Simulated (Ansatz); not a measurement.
Geometry optimisation, DFT PBEsol, scalar-relativistic, plane waves, PAW in Ansatz.

Input file:

```yaml
crystal:
  lattice:
    - [0.0, 5.43, 5.43]
    - [5.43, 0.0, 5.43]
    - [5.43, 5.43, 0.0]
  atoms:
    - { symbol: Si, position: [0.0, 0.0, 0.0] }
    - { symbol: Si, position: [0.125, 0.125, 0.125] }
    - { symbol: Si, position: [0.0, 0.0, 0.5] }
    - { symbol: Si, position: [0.125, 0.125, 0.625] }
    - { symbol: Si, position: [0.0, 0.5, 0.0] }
    - { symbol: Si, position: [0.125, 0.625, 0.125] }
    - { symbol: Si, position: [0.0, 0.5, 0.5] }
    - { symbol: Si, position: [0.125, 0.625, 0.625] }
    - { symbol: Si, position: [0.5, 0.0, 0.0] }
    - { symbol: Si, position: [0.625, 0.125, 0.125] }
    - { symbol: Si, position: [0.5, 0.0, 0.5] }
    - { symbol: Si, position: [0.625, 0.125, 0.625] }
    - { symbol: Si, position: [0.5, 0.5, 0.0] }
    - { symbol: Si, position: [0.625, 0.625, 0.125] }
    - { symbol: Si, position: [0.5, 0.5, 0.5] }
    - { symbol: Si, position: [0.625, 0.625, 0.625] }
    - { symbol: Si, position: [0.38654845, 0.35992934, 0.37536623] }
basis:
  ecutwfc: 420.0
kpoints:
  mp_grid: { grid: [2, 2, 2] }
hamiltonian:
  xc: pbesol
  pseudopotentials: { kind: paw, azcp: { folder: soft_1 } }
scf:
  occupations: { method: fermi_dirac, width: 0.02 }
  lower_state_search: "off"
relax:
  f_tol: 0.03
  max_steps: 60
  adjacent_minimum: "off"
```

Launched with:

```bash
$ ansatz run input.yaml --threads 1 --pin off --max-ram 3072MiB --backend cpu --events-out ev --progress --plain --runs-dir out
```

Question: Where does it end, and by what steps?

Answer: The forces met the threshold. The force dipped under the threshold on the way, but the program's further checks kept it going. Limits of this set-up: coarse k mesh, PAW files made for another functional. After 3 steps the energy has fallen by 0.170 eV; Si17 moved furthest, 0.09 Å.

| step | energy less start (eV) | largest force component (eV/Å) | accepted |
| --- | --- | --- | --- |
| 0 | 0.0000 | 0.974 | yes |
| 1 | -0.1429 | 0.358 | yes |
| 2 | -0.1705 | 0.024 | yes |
| 3 | -0.1705 | 0.023 | yes |

```xyz
17
Lattice="0.0000 5.4300 5.4300 5.4300 0.0000 5.4300 5.4300 5.4300 0.0000" Properties=species:S:1:pos:R:3
Si 0.000 0.009 0.004
Si 1.356 1.359 1.356
Si 2.706 2.714 0.004
Si 4.067 4.077 1.325
Si 2.709 0.006 2.710
Si 4.068 1.328 4.073
Si 5.446 2.699 2.696
Si 6.818 4.076 4.072
Si 0.002 2.712 2.705
Si 1.318 4.075 4.070
Si 2.685 5.459 2.690
Si 4.069 6.825 4.070
Si 2.687 2.694 5.452
Si 4.070 4.074 6.817
Si 5.450 5.456 5.451
Si 6.779 6.795 6.788
Si 4.063 4.081 4.072
```

Time of the run: 22 s on 1 thread of Arm Neoverse V1, on a shared host, peak memory 0.5 GiB.
